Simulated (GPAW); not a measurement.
Runs of GPAW 26.7.0 on HfN. It takes space group Fm-3m (No. 225, cubic). Conventional cell: a = 4.512 Å, b = 4.512 Å, c = 4.512 Å, α = 90.00°, β = 90.00°, γ = 90.00°. Around Hf (site symmetry m-3m) lie 6 N at 2.26 Å. N (site symmetry m-3m) has 6 Hf at 2.26 Å as nearest neighbours. 

```csv
level,cell,target pressure,gap on the mesh (eV),pressure (GPa),relaxed volume (Å³/atom)
PBEsol+D3(BJ),relaxed,-,none,0.1,11.20
PBEsol,relaxed,-,none,0.0,11.42
PBEsol+D3,relaxed,-,none,0.1,(a)
PBEsol+D4,relaxed,-,none,0.0,11.31
PBEsol,relaxed to 30 GPa,30 GPa,none,29.9,-
PBEsol,relaxed to 10 GPa,10 GPa,none,10.3,-
PBEsol,relaxed to 5 GPa,5 GPa,none,5.1,-
```

Alike in all rows: task relaxation of cell and atoms; potentials or basis PAW data sets generated in the run's folder for this functional, pw; no spin polarisation; k mesh 10 × 10 × 10; cutoff (eV) 800; smearing fermi-dirac 0.05 eV.

Question: Fill in the values left out.

Answer: (a) 11.23.

Caveats: later steps reuse the first step's grids; pairwise dispersion overbinds metals, which lowers pressure and volume (some runs).

A k mesh can miss the band edges, and the runs leave out spin-orbit coupling on Hf.

A gap of «none» marks a metal or a gap under the smearing width.
